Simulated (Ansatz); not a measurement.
**PbS (CsCl type): how the settings move a single-point run**

How sensitive is a single-point run of PbS (CsCl type) to its settings? A reference run comes first, then one run with altered input.

Method: reference: DFT, PBE, all-electron LAPW, scalar-relativistic, in Ansatz 0.2.0.

## Step 1: The starting structure

The structure is cubic, space group Pm-3m (No. 221). The conventional cell has a = 3.499 Å, b = 3.499 Å, c = 3.499 Å, α = 90.00°, β = 90.00°, γ = 90.00°. Pb (site symmetry m-3m) has 8 S at 3.03 Å as nearest neighbours. S (site symmetry m-3m) has 8 Pb at 3.03 Å as nearest neighbours.

Coordinates:

```
CELL_PARAMETERS angstrom
3.49940 0.00000 0.00000
0.00000 3.49940 0.00000
0.00000 0.00000 3.49940
ATOMIC_POSITIONS crystal
Pb 0.00000 0.00000 0.00000
S 0.50000 0.50000 0.50000
```

## Step 2: Baseline

File input.yaml:

```yaml
crystal:
  lattice:
    - [3.4994018311, 0.0, 0.0]
    - [0.0, 3.4994018311, 0.0]
    - [0.0, 0.0, 3.4994018311]
  atoms:
    - { symbol: Pb, position: [0.0, 0.0, 0.0] }
    - { symbol: S, position: [0.5, 0.5, 0.5] }
kpoints:
  mp_grid: { grid: [11, 11, 11] }
scf:
  occupations: { method: fermi_dirac, width: 0.1 }
hamiltonian:
  xc: pbe
  pseudopotentials: { kind: all_electron, lapw: { basis_error: 0.001 } }
output:
  forces: true
  stress: true
  eigenvalues: true
  populations: true
```

On the command line:

```bash
> ansatz run input.yaml --threads 1 --pin off --max-ram 2048MiB --backend cpu --events-out ev --progress --plain --runs-dir out
```

## Step 3: Changed: occupations.method tetrahedron, xc lda, width left out

input.yaml, as its differences from that of step 2:

```diff
@@ -11,5 +11,5 @@
 scf:
-  occupations: { method: fermi_dirac, width: 0.1 }
+  occupations: { method: tetrahedron }
 hamiltonian:
-  xc: pbe
+  xc: lda
   pseudopotentials: { kind: all_electron, lapw: { basis_error: 0.001 } }
```

Before running it: what results should come out? Wanted: for each run, ending; energy change; pressure; gap; force.

The runs gave:

| run | ending | energy change | pressure (GPa) | gap (eV) | force (eV/Å) | cycles | time |
| --- | --- | --- | --- | --- | --- | --- | --- |
| reference | converged | - | 9.2 | 0.00 | 0.00 | 10 | 15 s |
| 1: occupations.method tetrahedron, xc lda, width left out | converged | not comparable | 3.2 | 0.00 | 0.00 | 10 | 15 s |

Residual by cycle in the longest SCF loop of each run; runs are numbered as in the table. The quantity is the density residual dr2, in eV.

| cycle | reference | run 1 |
| --- | --- | --- |
| 1 | 1.37 | 1.29 |
| 2 | 0.0919 | 0.293 |
| 3 | 0.0917 | 0.144 |
| 4 | 0.00158 | 0.00249 |
| 5 | 4.2e-4 | 8.9e-4 |
| 6 | 2.0e-4 | 4.1e-4 |
| 7 | 2.2e-5 | 3.1e-5 |
| 8 | 1.3e-6 | 4.2e-6 |
| 9 | 1.2e-7 | 2.7e-7 |
| 10 | 1.8e-9 | 1.5e-8 |

What this shows: A change of functional puts the total energy on another scale; the pressure goes from 9.2 to 3.2 GPa. The smearing changed too. Semilocal functionals close small gaps, so the missing gap need not be the real solid's.
